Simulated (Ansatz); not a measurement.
BaTiO3 (Barioperovskite): equation of state with PBEsol

BaTiO3 (Barioperovskite):

```
CELL_PARAMETERS angstrom
3.98550 0.00000 0.00000
0.00000 2.83690 2.84515
0.00000 -2.83690 2.84515
ATOMIC_POSITIONS crystal
Ba 0.00000 0.00000 0.00000
Ti 0.50000 0.51240 0.51240
O 0.50000 0.99184 0.50524
O 0.50000 0.50524 0.99184
O 0.00000 0.48740 0.48740
```

| Property | Result |
| --- | --- |
| Program | Ansatz 0.2.0 |
| Task | equation of state |
| Functional | PBEsol |
| Potentials or basis | all-electron LAPW, scalar-relativistic |
| Basis error allowed | 0.002 eV/atom |
| k mesh | 7 × 7 × 7 |
| Occupations | fermi-dirac, width 0.05 eV |
| Spin | no spin polarisation |

```yaml
Equilibrium_volume: 12.57 Å³/atom
Bulk_modulus_at_fixed_shape_and_positions: 178 GPa
Pressure_derivative_of_the_bulk_modulus: 4.5
```

Energy against volume, from the lowest point:
```csv
volume (Å³/atom),energy (meV/atom)
12.095,10.68
12.353,2.11
12.610,0.00
12.867,3.65
13.125,12.45
13.382,25.86
13.639,43.37
```

All runs of the series together: 6.1 min on 4 threads of AMD EPYC 7R43 64-Core Processor (Zen 3), on a shared host.

Caveat: the cell was scaled at fixed shape and fractional positions, which overstates the stiffness of a crystal with free parameters, most of all of layers and chains. Spin-orbit coupling is left out, which matters for the levels of Ba.
